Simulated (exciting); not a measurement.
Two BSE runs for the Se K edge of CaSe, space group Fm-3m. Run A: exciting, all-electron LAPW+lo, LDA, exchange and screened direct term (singlet BSE), 5×5×5 shifted k points, 25 conduction bands, |G+q| up to 3 bohr⁻¹, full RPA screening with nempty = 48, Lorentzian half width 1.17 eV. Run B has a fault in its input.

Energy from the Kohn–Sham onset, core level to the lowest empty state found on the meshes used; one zero for both, scaled to A's maximum:

```tsv
E (eV)	A	B
-10.0	0.02	0.02
-9.5	0.02	0.02
-9.0	0.02	0.02
-8.5	0.03	0.02
-8.0	0.03	0.02
-7.5	0.03	0.03
-7.0	0.03	0.03
-6.5	0.04	0.03
-6.0	0.04	0.03
-5.5	0.05	0.04
-5.0	0.05	0.04
-4.5	0.06	0.05
-4.0	0.07	0.05
-3.5	0.08	0.06
-3.0	0.09	0.07
-2.5	0.11	0.08
-2.0	0.13	0.09
-1.5	0.17	0.12
-1.0	0.22	0.15
-0.5	0.29	0.19
0.0	0.41	0.26
0.5	0.55	0.35
1.0	0.69	0.45
1.5	0.82	0.53
2.0	0.91	0.61
2.5	0.98	0.68
3.0	1.00	0.74
3.5	0.98	0.78
4.0	0.97	0.80
4.5	0.98	0.83
5.0	0.99	0.88
5.5	0.99	0.93
6.0	0.97	0.98
6.5	0.88	0.98
7.0	0.76	0.89
7.5	0.63	0.76
8.0	0.53	0.64
8.5	0.45	0.53
9.0	0.40	0.46
9.5	0.38	0.42
10.0	0.37	0.40
10.5	0.36	0.39
11.0	0.36	0.38
11.5	0.35	0.37
12.0	0.35	0.36
12.5	0.35	0.36
13.0	0.38	0.38
13.5	0.42	0.42
14.0	0.45	0.45
14.5	0.48	0.49
15.0	0.49	0.52
15.5	0.49	0.53
16.0	0.48	0.53
16.5	0.46	0.52
17.0	0.44	0.50
17.5	0.42	0.48
18.0	0.41	0.46
18.5	0.40	0.45
19.0	0.41	0.46
19.5	0.41	0.46
20.0	0.42	0.47
20.5	0.43	0.48
21.0	0.44	0.50
```

The database entry behind the starting cell differs from later determinations by our own check (0.1 to 0.3 % short, probably kX units), so it need not match the best structure at ambient conditions.

Question: What most likely went wrong in run B?

The cutoff of the kernels is far too low (cutoff of the kernels (bohr⁻¹) from 3 to 0.6). The spectrum differs from run A by 20 % r.m.s. The highest maximum lies at 6.2 eV (0.99), against 2.9 eV (1.00). The first bright state moves from 0.06 to 0.11 eV. The kernels miss the short-range part of the Coulomb interaction, its components above their cutoff. Other settings could leave a like mark; this is the change that was made.

[Banner, clock and machine lines of the logs are left out without a mark of their own.]

[Logs are printed without paths, hosts, clocks, repeated set-up lines and the standing remarks that a program may print on its own settings, such as how far it seeks lower states.]

[Hosts, paths, dates, database ids (printed as entryN), source tags and the programs' standing remarks are cut or masked in the printed files.]
